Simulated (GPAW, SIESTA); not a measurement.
This is a calculation of Bi2TeSe2 (Skippenite) for GPAW 26.7.0 (ASE script). 

File run.py:

```python
from ase import Atoms
from ase.dft.bandgap import bandgap
from ase.io import write
from ase.units import GPa
from ase.parallel import parprint
from gpaw import GPAW, PW, setup_paths

setup_paths.insert(0, '.')

atoms = Atoms(['Bi', 'Bi', 'Te', 'Se', 'Se'],
              cell=[[2.0915, 1.207528088, 9.7123333333],
                    [-2.0915, 1.207528088, 9.7123333333],
                    [0.0, -2.415056176, 9.7123333333]],
              scaled_positions=[[0.60194, 0.60194, 0.60194],
                                [0.39806, 0.39806, 0.39806],
                                [0.0, 0.0, 0.0],
                                [0.7884, 0.7884, 0.7884],
                                [0.2116, 0.2116, 0.2116]],
              pbc=True)

calc = GPAW(mode=PW(600),
            xc='PBEsol',
            kpts={'size': (7, 7, 7), 'gamma': True},
            occupations={'name': 'fermi-dirac', 'width': 0.05},
            nbands=39,
            convergence={'density': 1e-05, 'energy': 1e-05},
            maxiter=150,
            txt='gpaw.txt')
atoms.calc = calc
energy = atoms.get_potential_energy()
forces = atoms.get_forces()
stress = atoms.get_stress()
calc.write('gs.gpw')
write('result.traj', atoms)
parprint(f'Energy: {energy:.6f} eV')
parprint('Forces (eV/A):')
parprint(forces.round(4))
parprint('Stress (GPa):', (stress / GPa).round(3))
parprint('Fermi level:', round(calc.get_fermi_level(), 4), 'eV')
parprint(f'Gap: {bandgap(calc)[0]:.4f} eV, direct: {bandgap(calc, direct=True)[0]:.4f} eV')
```

Potentials or basis: PAW data sets generated in the run's folder for this functional, pw.

Launch:

```bash
$ gpaw-setup -f PBEsol Bi Se Te
$ OMP_NUM_THREADS=1 mpirun -n 4 gpaw python run.py
```

Question: Set up the same calculation for SIESTA 5.4.2. Potentials or basis there: files PseudoDojo sr-pbesol-0.4.1-standard, DZP (energy shift 0.003 Ry; two zetas on semicore shells).

Answer: As run (cutoffs and basis follow the program's own potentials, and thresholds, step limits or extra output files can differ):

The input Bi2TeSe2.fdf:

```
SystemName                      Skippenite
SystemLabel                     Bi2TeSe2
NumberOfSpecies                 3
NumberOfAtoms                   5
%block ChemicalSpeciesLabel
  1  83 Bi
  2  52 Te
  3  34 Se
%endblock ChemicalSpeciesLabel

LatticeConstant                 1.0 Ang
%block LatticeVectors
     2.0915000000     1.2075280880     9.7123333333
    -2.0915000000     1.2075280880     9.7123333333
     0.0000000000    -2.4150561760     9.7123333333
%endblock LatticeVectors
AtomicCoordinatesFormat         Fractional
%block AtomicCoordinatesAndAtomicSpecies
     0.6019400000     0.6019400000     0.6019400000  1  Bi
     0.3980600000     0.3980600000     0.3980600000  1  Bi
     0.0000000000     0.0000000000     0.0000000000  2  Te
     0.7884000000     0.7884000000     0.7884000000  3  Se
     0.2116000000     0.2116000000     0.2116000000  3  Se
%endblock AtomicCoordinatesAndAtomicSpecies

%block kgrid.MonkhorstPack
    7   0   0  0.0
    0   7   0  0.0
    0   0   7  0.0
%endblock kgrid.MonkhorstPack
XC.Functional                   GGA
XC.Authors                      PBEsol
PAO.BasisSize                   DZP
PAO.EnergyShift                 0.003 Ry
Mesh.Cutoff                     500 Ry
OccupationFunction              FD
ElectronicTemperature           0.05 eV
MaxSCFIterations                120
SCF.MustConverge                false
SCF.Mixer.Method                Pulay
SCF.Mixer.Weight                0.25
SCF.Mixer.History               8
SCF.DM.Tolerance                5.0e-05
SCF.H.Tolerance                 1.0e-03 eV
WriteForces                     true
Charge.Mulliken                 end
%block PAO.Basis
  Bi 4
  n=6 0 2
    5.772 0.000
  n=6 1 2
    8.065 0.000
  n=5 2 2
    3.889 0.000
  n=6 2 1
    8.065
  Te 4
  n=5 0 2
    5.613 0.000
  n=5 1 2
    7.253 0.000
  n=4 2 2
    3.260 0.000
  n=5 2 1
    7.253
  Se 4
  n=4 0 2
    5.129 0.000
  n=4 1 2
    6.708 0.000
  n=3 2 2
    2.662 0.000
  n=4 2 1
    6.708
%endblock PAO.Basis
```

Potentials or basis: PseudoDojo 0.4 standard (PBEsol files), converted to PSML, two zetas on semicore shells, DZP (energy shift 0.003 Ry; two zetas on semicore shells).

Command:

```bash
$ siesta < Bi2TeSe2.fdf > Bi2TeSe2.out 2>&1
```

Both were run:

|  | GPAW | SIESTA |
| --- | --- | --- |
| Pressure | 1.7 GPa | 3.4 GPa |
| Largest force | 1.762 eV/Å | 1.617 eV/Å |

The potentials hold 48 and 78 valence electrons a cell.

Pressure is positive in compression.
